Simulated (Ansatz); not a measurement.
The calculation used DFT, revPBE, plane waves (420 eV) with PAW, scalar-relativistic (Ansatz 0.2.0). The PAW files were generated under PBE, with cores re-solved for the functional.

An element in the fcc structure gives this curve. The cell is scaled uniformly from the relaxed one, with fractional coordinates and shape fixed. Energies are extrapolated to zero smearing, pressures are those at the given smearing. Magnetic state: spin not included.

```csv
V (Å³/atom),E − E₀ (meV/atom),P (GPa)
14.257,210.1,38.51
14.905,87.0,23.17
15.553,20.3,10.58
16.201,-0.1,0.26
16.849,17.4,-8.15
17.497,65.8,-14.99
18.145,139.2,-20.53
```

Q: Which element is it?
A. molybdenum
B. iridium
C. osmium
D. silicon

A: A. Its fit is V₀ = 16.20 Å³/atom, B₀ = 232 GPa, B₀′ = 4.0.
